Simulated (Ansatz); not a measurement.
Cu3Au (Auricupride): relaxation of cell and atoms with RPBE+D3(BJ)

Cu3Au (Auricupride):

```
Au Cu
1.0
     3.74000    0.00000    0.00000
     0.00000    3.74000    0.00000
     0.00000    0.00000    3.74000
Au Cu
1 3
Direct
  0.00000 0.00000 0.00000
  0.50000 0.50000 0.00000
  0.50000 0.00000 0.50000
  0.00000 0.50000 0.50000
```

- Program: Ansatz 0.2.0
- Task: relaxation of cell and atoms
- Functional: RPBE
- Dispersion: D3(BJ)
- Potentials or basis: Ansatz PAW
- Cutoff: 420 eV (not typed: the program's choice for these potentials)
- k mesh: 7 × 7 × 7
- Occupations: fermi-dirac, width 0.05 eV
- Spin: no spin polarisation

The relaxed volume is 11.17 Å³/atom and the relaxed cell is a = 3.548 Å, b = 3.548 Å, c = 3.548 Å, α = 90.00°, β = 90.00°, γ = 90.00°. The space group after relaxing (to 0.05 Å) is Pm-3m (No. 221). The energy gained by relaxing is 204.4 meV/atom, the ionic steps are 7 and the pressure after relaxing is 0.0 GPa. The band gap on the k mesh is none (metal or under the smearing width).

The path:
| step | energy change (eV) | largest force (eV/Å) | volume (Å³) |
| --- | --- | --- | --- |
| 1 | 0.0000 | 0.0000 | 52.31 |
| 2 | -0.8250 | 0.0000 | 45.03 |
| 3 | -0.8279 | 0.0000 | 44.50 |
| 4 | -0.8282 | 0.0000 | 44.64 |
| 5 | -0.8178 | 0.0000 | 44.64 |
| 6 | -0.8177 | 0.0000 | 44.66 |
| 7 | -0.8178 | 0.0000 | 44.66 |

Final structure:
```cif
data_structure
_symmetry_space_group_name_H-M 'P 1'
_symmetry_Int_Tables_number 1
_cell_length_a 3.5479
_cell_length_b 3.5479
_cell_length_c 3.5479
_cell_angle_alpha 90.000
_cell_angle_beta 90.000
_cell_angle_gamma 90.000
_cell_volume 44.66
loop_
_atom_site_label
_atom_site_type_symbol
_atom_site_fract_x
_atom_site_fract_y
_atom_site_fract_z
_atom_site_occupancy
Au1 Au 0.00000 0.00000 0.00000 1
Cu1 Cu 0.50000 0.50000 0.00000 1
Cu2 Cu 0.50000 0.00000 0.50000 1
Cu3 Cu 0.00000 0.50000 0.50000 1
```

Levels at points of the mesh, in eV from the Fermi level:
```csv
k point,band 34,band 35,band 36,band 37,band 38,band 39,band 40,band 41,band 42,band 43
"(0.00, 0.00, 0.00)",-1.75,-1.46,-1.46,-1.46,0.94,0.94,0.94,7.09,8.99,8.99
```

Wall time 10 s on 2 threads of Intel(R) Xeon(R) Platinum 8375C CPU @ 2.90GHz (Ice Lake) (shared host), peak memory 0.45 GiB.

Caveat: the plane-wave basis is chosen anew once the cell has moved, so the energies of steps on either side of that aren't comparable; the volume moved by -15 % from the deposited cell, more than functionals usually miss; pairwise dispersion overbinds metals, which lowers pressure and volume; the PAW data sets come from PBE, with cores solved anew for the run's functional, which leaves a small shift of forces and pressure. Spin-orbit coupling is left out, which matters for the levels of Au.
